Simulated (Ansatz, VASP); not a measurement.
One calculation of AlN, two programs

```
Al N
1.0
     0.00000    2.26763    2.20159
     2.26763    0.00000    2.20159
     2.26763    2.26763    0.00000
Al N
1 1
Direct
  0.00000 0.00000 0.00000
  0.75000 0.75000 0.75000
```

Change from the starting cell: strain +0.030 along x and y, +0.000 along z, atoms carried along.

Alike in both runs: task single point; functional PBE; k mesh 10 × 10 × 10; occupations gaussian, width 0.05 eV; no spin polarisation.

```csv
,VASP,Ansatz
version,VASP 6.6.1,Ansatz 0.2.0
potentials or method,"VASP PAW PBE potentials, release 64 (Al, N)","scalar-relativistic, plane waves, PAW"
plane-wave cutoff (eV),520,420
valence electrons in the cell,8,8
```

VASP gave:

- gap on the k mesh at the Fermi level (eV): 3.12
- least direct gap on the mesh (eV): 3.40
- pressure (GPa): -10.5
- largest component of the traceless stress (GPa): 2.50

Question: Which values does Ansatz return?

Answer: gap on the k mesh at the Fermi level (eV): 3.13; least direct gap on the mesh (eV): 3.39; pressure (GPa): -10.2; largest component of the traceless stress (GPa): 2.49.

A k mesh can miss the band edges.
